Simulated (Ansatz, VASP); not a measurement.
## Cross-check of TePt between VASP and Ansatz

Aim: how closely do two programs agree when they are given the same cell, functional and k mesh? The cell is taken from a series of VASP runs on this material, whose earlier steps may have relaxed, scaled or displaced it; both programs get it as it stands.

Calculated with Ansatz 0.2.0; plane waves, with VASP 6.6.1 beside it; relaxation of cell and atoms at PBEsol.

### Step 1. Set-up

Symmetry: R-3m, No. 166, trigonal system. The conventional cell has a = 3.959 Å, b = 3.959 Å, c = 19.875 Å, α = 90.00°, β = 90.00°, γ = 120.00°. Pt has 3 Te at 2.60 Å and 3 Pt at 2.71 Å nearest. Te has 3 Pt at 2.60 Å nearest. Farther neighbours and most contacts between anions are not listed.

### Step 2. VASP: relaxation of cell and atoms, PBEsol

The relaxed volume is the usual yardstick between codes: its relative difference is about their pressure difference at one cell divided by the bulk modulus.

Lines of VASP's logs that name or quote its potential files are left out, and so is its time.

Contents of INCAR:

```
SYSTEM = TePt
PREC = Accurate
ENCUT = 520
EDIFF = 1E-07
NELM = 100
ISMEAR = 1
SIGMA = 0.15
LREAL = .FALSE.
ALGO = Normal
GGA = PS
NBANDS = 22
LASPH = .TRUE.
LORBIT = 11
LWAVE = .FALSE.
LCHARG = .FALSE.
KPAR = 4
IBRION = 2
NSW = 50
ISIF = 3
EDIFFG = -0.005
```

Contents of POSCAR:

```
TePt
1.0
    1.9796536932      1.1429535927      6.6250056933
   -1.9796536932      1.1429535927      6.6250056933
    0.0000000000     -2.2859071854      6.6250056933
Pt Te
2 2
Direct
    0.6301741221      0.6301741221      0.6301741221
    0.3698258779      0.3698258779      0.3698258779
    0.9015752902      0.9015752902      0.9015752902
    0.0984247098      0.0984247098      0.0984247098
```

Contents of KPOINTS:

```
Automatic mesh
0
Gamma
14 14 14
0 0 0
```

PAW data sets: Pt and Te (PBE family, release 64).

Started as:

```sh
> mpirun -np 4 vasp_std
```

Numbers of over 12 decimals in the logs are rounded to 6 here.

The log of the run:

```text
[banner, memory and clock lines left out]
running    4 mpi-ranks, on    1 nodes
 distrk:  each k-point on    1 cores,    4 groups
 distr:  one band on    1 cores,    1 groups

 POSCAR found type information on POSCAR PtTe
 POSCAR found :  2 types and       4 ions
|                                                                             |
|               ----> ADVICE to this user running VASP <----                  |
|                                                                             |
|     You enforced a specific xc type in the INCAR file but a different       |
|     [... a line on the potential file left out ...]
|     I HOPE YOU KNOW WHAT YOU ARE DOING!                                     |
|                                                                             |

 LDA part: xc-table for (Slater+PW92), standard interpolation
 POSCAR, INCAR and KPOINTS ok, starting setup
 FFT: planning ... GRIDC
 FFT: planning ... GRID_SOFT
 FFT: planning ... GRID
 WAVECAR not read
 entering main loop
       N       E                     dE             d eps       ncg     rms          rms(c)
DAV:   1     0.166912655592E+03    0.16691E+03   -0.14190E+04 12672   0.129E+03
DAV:   2    -0.152511141860E+02   -0.18216E+03   -0.16940E+03 15056   0.239E+02
DAV:   3    -0.230033332666E+02   -0.77522E+01   -0.75788E+01 15310   0.486E+01
DAV:   4    -0.231178722941E+02   -0.11454E+00   -0.11445E+00 15198   0.657E+00
DAV:   5    -0.231199043463E+02   -0.20321E-02   -0.20318E-02 15464   0.845E-01    0.166E+01
DAV:   6    -0.225228888268E+02    0.59702E+00   -0.19588E+00 13920   0.116E+01    0.943E+00
DAV:   7    -0.224035002579E+02    0.11939E+00   -0.40928E-01 13068   0.565E+00    0.316E+00
DAV:   8    -0.223585743317E+02    0.44926E-01   -0.13278E-01 13746   0.311E+00    0.116E+00
DAV:   9    -0.223580184025E+02    0.55593E-03   -0.13486E-02 14786   0.720E-01    0.456E-01
DAV:  10    -0.223574269241E+02    0.59148E-03   -0.33519E-03 14412   0.401E-01    0.103E-01
DAV:  11    -0.223573916500E+02    0.35274E-04   -0.17713E-04 14702   0.827E-02    0.471E-02
DAV:  12    -0.223573911915E+02    0.45855E-06   -0.18103E-05 14940   0.303E-02    0.371E-02
DAV:  13    -0.223573901929E+02    0.99856E-06   -0.25846E-06 14474   0.122E-02    0.133E-02
DAV:  14    -0.223573897756E+02    0.41729E-06   -0.91884E-07 14778   0.631E-03    0.122E-03
DAV:  15    -0.223573897682E+02    0.74406E-08   -0.11823E-07  7884   0.244E-03
   1 F= -.22357390E+02 E0= -.22357163E+02  d E =-.223574E+02
 curvature:   0.00 expect dE= 0.000E+00 dE for cont linesearch  0.000E+00
 trial: gam= 0.00000 g(F)=  0.139E-05 g(S)=  0.251E-05 ort = 0.000E+00 (trialstep = 0.100E+01)
 search vector abs. value=  0.391E-05
 reached required accuracy - stopping structural energy minimisation
```

Parts of OUTCAR (step 2):

```text
ion  position               nearest neighbor table
   1  0.630  0.630  0.630-   3 2.60   3 2.60   3 2.60   2 2.71   2 2.71   2 2.71   4 3.52   4 3.52
                             4 3.52
   2  0.370  0.370  0.370-   4 2.60   4 2.60   4 2.60   1 2.71   1 2.71   1 2.71   3 3.52   3 3.52
                             3 3.52
   3  0.902  0.902  0.902-   1 2.60   1 2.60   1 2.60   2 3.52   2 3.52   2 3.52   4 3.55   4 3.55
                             4 3.55
   4  0.098  0.098  0.098-   2 2.60   2 2.60   2 2.60   1 3.52   1 3.52   1 3.52   3 3.55   3 3.55
                             3 3.55

  LATTYP: Found a trigonal (rhomboedric) cell.
 ALAT       =     7.0082859599
 COS(alpha) =     0.8404176646

 Subroutine GETGRP returns: Found 12 space group operations
 (whereof 12 operations were pure point group operations)

The static configuration has the point symmetry D_3d.

 Found    288 irreducible k-points:

   k-points           NKPTS =    288   k-points in BZ     NKDIM =    288   number of bands    NBANDS=     22

   dimension x,y,z NGX =    54 NGY =   54 NGZ =   54
   dimension x,y,z NGXF=   108 NGYF=  108 NGZF=  108

   ENCUT  =  520.0 eV  38.22 Ry    6.18 a.u.  13.03 13.03 13.03*2*pi/ulx,y,z

   NELECT =      32.0000    total number of electrons

 k-points in reciprocal lattice and weights: Automatic mesh
   0.00000000  0.00000000  0.00000000       0.000
   0.07142857  0.00000000  0.00000000       0.002
   0.14285714  0.00000000  0.00000000       0.002
   0.21428571  0.00000000  0.00000000       0.002
   0.28571429  0.00000000  0.00000000       0.002
   0.35714286  0.00000000  0.00000000       0.002
   0.42857143  0.00000000  0.00000000       0.002
   0.50000000  0.00000000  0.00000000       0.001
   0.07142857  0.07142857  0.00000000       0.002
[...]
-0.42857143  0.50000000  0.42857143       0.002
   0.50000000  0.50000000  0.50000000       0.000

 average (electrostatic) potential at core
       1 -65.4471       2 -65.4471       3 -86.3927       4 -86.3927

 E-fermi :   8.3823

 k-point     1 :       0.0000    0.0000    0.0000
  band No.  band energies     occupation
    ...
      9       5.3387      2.00000
     10       5.3387      2.00000
     11       6.4590      2.00000
     12       6.4590      2.00000
     13       6.6681      2.00000
     14       9.0310     -0.00000
     15       9.0310     -0.00000
     16       9.2806     -0.00000
     17       9.6214     -0.00000
     18      11.2614     -0.00000
    ...

 k-point     2 :       0.0714    0.0000    0.0000
  band No.  band energies     occupation
    ...
     10       5.2537      2.00000
     11       6.4523      2.00000
     12       6.4708      2.00000
     13       6.7088      2.00000
     14       8.3562      1.28956
     15       9.0019     -0.00000
     16       9.5682     -0.00000
     17      10.0311     -0.00000
     18      10.8121     -0.00000
     19      11.1109     -0.00000
    ...

 k-point     3 :       0.1429    0.0000    0.0000
  band No.  band energies     occupation
    ...
     10       5.0467      2.00000
     11       6.4078      2.00000
     12       6.4583      2.00000
     13       6.7247      2.00000
     14       7.6003      2.00000
     15       8.9293     -0.00000
     16       9.3755     -0.00000
     17       9.9838     -0.00000
     18      10.7290     -0.00000
     19      10.8217     -0.00000
    ...

  Total        0.0082815      0.0082815     -0.0084337      0.0000000      0.0000000      0.0000000
  in kB        0.1475253      0.1475253     -0.1502362      0.0000000      0.0000000      0.0000000
  external PRESSURE =       0.0482714 kB  Pullay stress =       0.0000000 kB

  energy-cutoff  :      520.00
  volume of cell :       89.94
      direct lattice vectors                 reciprocal lattice vectors
     1.979653693  1.142953593  6.625005693     0.252569428  0.145821027  0.050314422
    -1.979653693  1.142953593  6.625005693    -0.252569428  0.145821027  0.050314422
     0.000000000 -2.285907185  6.625005693     0.000000000 -0.291642054  0.050314422

 POSITION                                       TOTAL-FORCE (eV/Angst)
 -----------------------------------------------------------------------------------
      0.00000      0.00000     12.52472         0.000000     -0.000000     -0.001360
      0.00000      0.00000      7.35030         0.000000     -0.000000      0.001360
      0.00000      0.00000     17.91882         0.000000     -0.000000     -0.003548
      0.00000      0.00000      1.95619         0.000000      0.000000      0.003548
 -----------------------------------------------------------------------------------
    total drift:                                0.000000     -0.000000      0.000000

  FREE ENERGIE OF THE ION-ELECTRON SYSTEM (eV)
  ---------------------------------------------------
  free  energy   TOTEN  =       -22.3573897682 eV

  energy  without entropy=      -22.3567081207  energy(sigma->0) =      -22.35716255

 reached required accuracy - stopping structural energy minimisation

 total charge
# of ion       s       p       d       tot
------------------------------------------
    1        0.685   0.596   8.139   9.419
    2        0.685   0.596   8.139   9.419
    3        1.393   1.844   0.090   3.327
    4        1.393   1.844   0.090   3.327
--------------------------------------------------
tot          4.154   4.879  16.458  25.492

[... 3 further parts left out ...]
```

CONTCAR:

```
TePt
   1.00000000000000
     1.9796536932000000    1.1429535927000001    6.6250056933000003
    -1.9796536932000000    1.1429535927000001    6.6250056933000003
     0.0000000000000000   -2.2859071854000002    6.6250056933000003
  Pt              Te
     2     2
Direct
     0.6301741221000015    0.6301741221000015    0.6301741221000015
     0.3698258778999985    0.3698258778999985    0.3698258778999985
     0.9015752902000003    0.9015752902000003    0.9015752902000003
     0.0984247097999997    0.0984247097999997    0.0984247097999997
```

### Step 3. Ansatz: relaxation of cell and atoms, PBEsol

Ansatz runs on its default PAW (the set named soft_2) files.

The same cell, functional, mesh and smearing now go to Ansatz, which takes its cutoff from its data sets.

Contents of input.yaml:

```yaml
crystal:
  lattice:
    - [1.9796536932, 1.1429535927, 6.6250056933]
    - [-1.9796536932, 1.1429535927, 6.6250056933]
    - [0.0, -2.2859071854, 6.6250056933]
  atoms:
    - { symbol: Pt, position: [0.6301741221, 0.6301741221, 0.6301741221] }
    - { symbol: Pt, position: [0.3698258779, 0.3698258779, 0.3698258779] }
    - { symbol: Te, position: [0.9015752902, 0.9015752902, 0.9015752902] }
    - { symbol: Te, position: [0.0984247098, 0.0984247098, 0.0984247098] }
hamiltonian:
  xc: pbesol
  pseudopotentials: { kind: paw }
kpoints:
  mp_grid: { grid: [14, 14, 14] }
scf:
  occupations: { method: methfessel_paxton, width: 0.15 }
relax:
  f_tol: 0.01
  max_steps: 60
  cell: { stress_tol: 0.05 }
output:
  forces: true
  stress: true
```

Started as:

```sh
> ansatz run input.yaml --threads 4 --pin off --max-ram 9216MiB --backend cpu --events-out ev --progress --plain --runs-dir out
```

The log of the run:

```text
basis.fft_grid_basis auto: the FFT boxes are laid along the combinations [[1, 0, -1], [0, 1, -1], [0, 0, 1]] of the cell's own vectors, 3.959, 3.959 and 7.008 Å long. The dense box has 27×27×48 points. Along the cell's own vectors, as sized, it would have 48×48×48, 3.16 times as many. Of the 12 symmetry operations that the crystal satisfies within crystal.symmetry.tolerance (time reversal apart; of a slab, those that [...]
Engine: ansatz 0.2.0, aarch64-unknown-linux-gnu
Pseudopotentials: kind: paw
Pseudopotential: Pt, paw, valence charge 18, recommended cutoff 420 eV (normal), Pt.paw.azcp
Pseudopotential: Te, paw, valence charge 16, recommended cutoff 420 eV (normal), Te.paw.azcp
Functional definition: PBEsol
  exchange = pbesol_x
  correlation = pbesol_c
Crystal: 4 atoms, lattice volume = 89.941 Å³
Basis set: ecut = 420 eV, 1763 PW (Γ), FFT grids on a1−a3, a2−a3, a3, exchange–correlation on 54×54×96 points (8 copies of the dense FFT grid, shifted against one another)
Bands: 41, of which v1, the nominal top of the filled ones, is band 34 counted from 1 (33 counted from 0)
Symmetry: 12 space group operations
Space group: R-3m (ITA 166), of the structure as read, at distance tolerance 4.5e-5 Å
k-points: 288 of 2744
Non-local potential: Pt, projectors of the file, l = 0: 3, l = 1: 2, l = 2: 2, l = 3: 1
Non-local potential: Te, projectors of the file, l = 0: 2, l = 1: 2, l = 2: 2, l = 3: 2
PAW form: soft (Blöchl's): semilocal exchange-correlation on the pseudo side does not see the compensation charge
PAW frozen core: Pt, regenerated for the run's functional, and the local potential with it (the file was generated under x = pbe(κ = 0.804, μ = 0.219515), c = pbe(β = 0.066725))
PAW frozen core: Te, regenerated for the run's functional, and the local potential with it (the file was generated under x = pbe(κ = 0.804, μ = 0.219515), c = pbe(β = 0.066725))
PAW one-centre angular grid: Pt, 590 points (default); XC on 64 Gauss nodes
PAW one-centre angular grid: Te, 590 points (default); XC on 64 Gauss nodes
Initial density: superposition of atomic densities (neutral atoms: chi_scale 0, normalization atom), corrected by the library's trained network
Initial wavefunctions: pseudopotential atomic-orbital guess
Functional: x = pbesol(κ = 0.804, μ = 0.123457), c = pbesol(β = 0.046)
SCF iter   1: F=—  HF=-38572.020028 eV  |F-HF|=—  |Δ(HF+E_count)|=         —  Δρ=5.05e-3  dr2=2.19e-2  ethr=1.77e-3  ⟨swp⟩=6.6  Hψ=46853  notcnv=0  defer=2
preconditioner: auto → LDOS  [metal: Δε(μ)=0.008 eV  Ē_g=8.784 eV  σ=0.150 eV  W_gap=0.05  n_scr=28 (ndim 8)  ℏωp=22.1 eV  f_vac=0.019  D(μ)=2.00/eV (n_scr^D=16)  β→1.0]
SCF iter   2: F=—  HF=-38572.019373 eV  |F-HF|=—  |Δ(HF+E_count)|=   6.55e-4  S|Δr|=    0.00e0  Δρ=3.40e-3  dr2=1.31e-2  ethr=3.22e-5  ⟨swp⟩=2.0  Hψ=21932  notcnv=0  defer=44
SCF iter   3: F=—  HF=-38572.015250 eV  |F-HF|=—  |Δ(HF+E_count)|=   4.12e-3  S|Δr|=    0.00e0  Δρ=8.24e-4  dr2=8.62e-4  ethr=1.93e-5  ⟨swp⟩=2.0  Hψ=18712  notcnv=0  defer=44
SCF iter   4: F=—  HF=-38572.015037 eV  |F-HF|=—  |Δ(HF+E_count)|=   2.13e-4  S|Δr|=    0.00e0  Δρ=1.63e-4  dr2=3.35e-5  ethr=1.27e-6  ⟨swp⟩=2.0  Hψ=18709  notcnv=0  defer=44
SCF iter   5: F=—  HF=-38572.015030 eV  |F-HF|=—  |Δ(HF+E_count)|=   7.23e-6  S|Δr|=    0.00e0  Δρ=5.02e-5  dr2=2.62e-6  ethr=4.92e-8  ⟨swp⟩=2.0  Hψ=18731  notcnv=0  defer=44
SCF iter   6: F=—  HF=-38572.015029 eV  |F-HF|=—  |Δ(HF+E_count)|=   5.30e-7  S|Δr|=    0.00e0  Δρ=1.44e-5  dr2=1.13e-7  ethr=3.85e-9  ⟨swp⟩=2.5  Hψ=18835  notcnv=0  defer=44
SCF iter   7: F=-38572.015029 eV  HF=-38572.015029 eV  |F-HF|=2.35e-9  |Δ(HF+E_count)|=   5.97e-9  S|Δr|=    0.00e0  Δρ=3.43e-6  dr2=7.43e-9  ethr=1.47e-10  ⟨swp⟩=4.2  Hψ=37208  notcnv=0
SCF 1 converged in 7 iterations: F = -38572.015029 eV  dr2 = 7.43e-9
  greatest PAW one-centre occupation: 1.000 electrons in one spin orbital (limit 2), on the Pt atom at site 1 (counted from 0), in its partial waves of l = 0
relax step   1: F+E_penalty+E_count = -38572.01502907 eV  Δ(F+E_penalty+E_count) = +0.000e0 eV  max|allowed force component| = 1.250e-2 eV/Å  Δτ_max = 0.0000 Å  P = +0.166 GPa  Ω = 89.941 Å³  (7 SCF iters, dr2 threshold 1.00e-7 eV, accepted)
[...]
relax step   2: F+E_penalty+E_count = -38572.01482540 eV  Δ(F+E_penalty+E_count) = +2.037e-4 eV  max|allowed force component| = 2.582e-2 eV/Å  Δτ_max = 0.0012 Å  P = -0.282 GPa  Ω = 90.224 Å³  energy of the carried Pulay correction = -7.916e-5 eV  (4 SCF iters, dr2 threshold 8.70e-8 eV, rejected (line search))
[...]
relax step   3: F+E_penalty+E_count = -38572.01504959 eV  Δ(F+E_penalty+E_count) = -2.053e-5 eV  max|allowed force component| = 3.947e-3 eV/Å  Δτ_max = 0.0009 Å  P = +0.006 GPa  Ω = 90.073 Å³  energy of the carried Pulay correction = -3.687e-5 eV  (7 SCF iters, accepted)
[...]
relax step   4: F+E_penalty+E_count = -38572.01508597 eV  Δ(F+E_penalty+E_count) = -3.637e-5 eV  max|allowed force component| = 3.945e-3 eV/Å  Δτ_max = 0.0000 Å  P = +0.006 GPa  Ω = 90.073 Å³  stress off target by 6.11e-3 GPa  SCF on the basis re-selected at this cell (its energy is not comparable with the rows above)  (5 SCF iters)
basis re-selected at this cell: Δ(F+E_penalty+E_count) = -3.637e-5 eV, ΔP = -0.000 GPa vs the last step (what re-selecting the basis moved, of the pressure what is left beyond the Pulay correction that the steps carried, after the strain that the cell walked since its last selection, with what the two solves' SCF thresholds leave and, on support functions, any second-order correction that the steps lacked; it is no m [...]
SCF converged after 5 iterations
Stability not checked: this state was not tested for a lower state beside it, because cold or Methfessel-Paxton smearing, or corrected tetrahedra, fill the levels in a way that the test cannot read (fill_not_monotonic; see scf.lower_state_search)
Free energy (F): -38572.015086 eV
Harris-Foulkes:  -38572.015086 eV  (|F-HF|=0.00e0)
Internal energy: -38572.014418 eV  (E = F + TS)
E sigma→0 (E₀):  -38572.014919 eV
Entropy (-TS):   -0.000668 eV (-0.167 meV/atom)
Fermi energy:    14.532322 eV
Step filling:    the computed levels leave a gap of 0.0005 eV = 0.0 smearing widths at the electron count; against every level under it full and every level over it empty, smearing changes F+E_penalty+E_count by -0.484 meV and its σ→0 estimate by -0.317 meV
--- Per-component energies (eV) ---
  E_band       = -926.823951
  E_kinetic    = 1642.113824
  E_local      = -6951.865043  (includes V_loc(G=0)·N_el)
  E_nonlocal   = -210.139264
  E_hartree    = 3377.098237
  E_xc         = -769.282325
  E_vxc        = -815.675351  (∫ρ·V_xc dr)
  E_paw        = -27803.716129  (= ΣΔE_a)
  E_vpaw       = -1345.454674  (= ΣTr[D̂ρ^β])
  E_aug_tail   = -0.000059  (compensation charges beyond the density's cutoff)
  E_ewald      = -7857.547252
  E_core_change = 1.323593  (= ΣΔE_core)
  E_smearing   = -0.000668  (= −TS)
  E_closure    = -0.000000  (closes the sum)
  Σ components = -38572.015086   (vs F -38572.015086, Δ=0.00e0)
--- Forces (eV/Å), atoms counted from 1 ---
  atom   1  Pt     0.00000000     0.00000000     0.00051523
  atom   2  Pt    -0.00000000    -0.00000000    -0.00051523
  atom   3  Te     0.00000000     0.00000000    -0.00394461
  atom   4  Te    -0.00000000     0.00000000     0.00394461
  max |Σ_I F_I| component: 3.47e-18 eV/Å
--- Stress (GPa, compression-positive) ---
        0.006110      -0.000000       0.000000
       -0.000000       0.006110      -0.000000
        0.000000      -0.000000       0.005037
  P = ⅓ Tr σ = 0.0058 GPa (0.058 kbar)
--- Relaxed structure (3 steps of the walk, 2 accepted, 1 SCFs on fresh bases) ---
  F+E_penalty+E_count = -38572.01508597 eV   max|allowed force component| = 3.945e-3 eV/Å   (the final SCF, on the basis selected at the relaxed cell)
  cell:  # Å, volume = 90.0725 Å³
    - [1.980758, 1.143591, 6.627334]
    - [-1.980758, 1.143591, 6.627334]
    - [7.722707080094678e-19, -2.287183, 6.627334]
  atoms:
    - { symbol: Pt, position: [0.630177, 0.630177, 0.630177] }
    - { symbol: Pt, position: [0.369823, 0.369823, 0.369823] }
    - { symbol: Te, position: [0.901623, 0.901623, 0.901623] }
    - { symbol: Te, position: [0.098377, 0.098377, 0.098377] }
```

Wall time 45 s (4 threads of Arm Neoverse V1, shared host); peak memory 0.97 GiB.

### Step 4. Comparison

Known differences besides the potentials themselves: both relaxations stop at a tolerance, which leaves soft axes loose, and VASP keeps its plane-wave basis; the data sets hold 68 valence electrons in Ansatz (default PAW (the set named soft_2) files) and 32 in VASP; the cutoff is 420 eV in Ansatz and 520 eV in VASP; Ansatz makes its cores anew for this functional, VASP keeps those of its PBE data sets; Ansatz adds a Pulay correction to the stress that steers its cell, VASP none. Total energies have different zeros and are not compared.

Both answers:

```
                                         quantity  Ansatz   VASP  difference
                                      volume (Å³)   90.07  89.94     +0.15 %
edge a after relaxation, in the typed setting (Å)   7.011  7.008     +0.04 %
```

The walks stopped with 0.01 GPa left in Ansatz and 0.00 GPa in VASP; each walk ends within a tolerance, so the volume difference is uncertain by about these residues over the bulk modulus, most in soft cells.

### Step 5. Results

| Property | Result |
| --- | --- |
| difference in volume (relaxation of cell and atoms, PBEsol) | 0.15 % |

What this shows: The difference in volume is 0.15 % (relaxation of cell and atoms, PBEsol), within the 1.2 % picked in this series as the mark of a large difference, as far as the stopping tolerances let one tell. Such differences can come from data sets, numerical settings and the points named under the comparisons, not from the functional's error against experiment.

[Lines on the potential files, build, host, timing and source positions are cut from VASP's logs without a mark.]

[Logs are printed without paths, hosts, clocks, repeated set-up lines and the standing remarks that a program may print on its own settings, such as how far it seeks lower states.]

[Hosts, paths, dates, database ids (printed as entryN), source tags and the programs' standing remarks are cut or masked in the printed files.]
